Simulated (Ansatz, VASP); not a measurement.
**Two plane-wave programs on Cu**

```
Cu
1.0
     0.00000    1.66290    1.87980
     1.66290    0.00000    1.87980
     1.66290    1.66290    0.00000
Cu
1
Cartesian
  0.0000 0.0000 0.0000
```

Change from the starting cell: strain -0.080 along x and y, +0.040 along z, atoms carried along.

Alike in both runs: task single point; functional PBEsol; k mesh 22 × 22 × 22; occupations gaussian, width 0.15 eV; no spin polarisation.

|  | VASP | Ansatz |
| --- | --- | --- |
| version | VASP 6.6.1 | Ansatz 0.2.0 |
| potentials or method | VASP PAW PBE potentials, release 64 (Cu) | scalar-relativistic, plane waves, PAW |
| plane-wave cutoff (eV) | 520 | 420 |
| valence electrons in the cell | 11 | 19 |

|  | VASP | Ansatz | Ansatz less VASP |
| --- | --- | --- | --- |
| gap on the k mesh at the Fermi level (eV) | none | none | - |
| pressure (GPa) | 19.6 | 18.6 | -1.01 |
| largest component of the traceless stress (GPa) | 9.78 | 9.83 | +0.055 |

A gap of «none» marks a metal or a gap that the smearing closes. The two sets of potentials don't hold the same shells in valence.

Caveats: so large a pressure means that the cell lies far from this level's equilibrium, or that cutoff or potentials fall short (VASP); the potentials were made for another functional, which shifts forces and pressure (VASP).
